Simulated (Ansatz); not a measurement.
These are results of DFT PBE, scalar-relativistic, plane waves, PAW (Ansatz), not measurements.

Levels along Γ–X–U | K–Γ–L–W–X, in eV from a zero inside the gap, sorted by energy at each point. Points in fractions of the primitive reciprocal vectors: Γ (0.000 0.000 0.000), X (-0.500 -0.500 0.000), U (-0.375 -0.375 0.250), K (-0.375 0.000 0.375), L (0.000 0.000 0.500), W (-0.500 -0.250 0.250).
```csv
point,"k (1/Å, with 2π)",band 6,band 7,band 8,band 9,band 10,band 11,band 12
Γ,0.000,-6.79,-1.01,-1.01,-1.01,1.01,5.38,5.38
-,0.577,-6.75,-3.55,-2.20,-2.20,3.42,3.56,7.45
X,1.154,-6.58,-5.48,-3.15,-3.15,2.44,3.06,9.80
-,1.358,-6.53,-5.49,-3.52,-3.04,2.74,3.57,9.15
U,1.562,-6.46,-5.53,-4.01,-2.75,3.13,4.89,8.28
K,1.562,-6.46,-5.53,-4.01,-2.75,3.13,4.89,8.28
-,2.175,-6.76,-4.05,-2.65,-1.48,3.37,5.39,6.03
Γ,2.787,-6.79,-1.01,-1.01,-1.01,1.01,5.38,5.38
-,3.287,-6.79,-3.79,-1.46,-1.46,2.40,5.86,5.98
L,3.787,-6.59,-6.16,-1.84,-1.84,2.25,5.90,5.90
-,4.195,-6.53,-5.77,-3.28,-2.42,3.78,4.96,6.76
W,4.603,-6.41,-5.49,-3.65,-3.64,4.69,4.92,6.80
-,4.891,-6.49,-5.49,-3.41,-3.40,3.29,3.81,8.56
X,5.180,-6.58,-5.48,-3.15,-3.15,2.44,3.06,9.80
```

The cell has space group F-43m, 2 atoms and 18 electrons in the valence of the PAW potentials, and holds 2 elements, among them Zn; it is relaxed at this level.

Cutoff 420 eV, k mesh 8×8×8. No spin polarisation.

Task: Which material gives these bands?

Result: ZnS, conventional cell a = 5.443 Å (cubic). Other compounds weren't ruled out.

It comes from a database structure that was distorted and then relaxed.
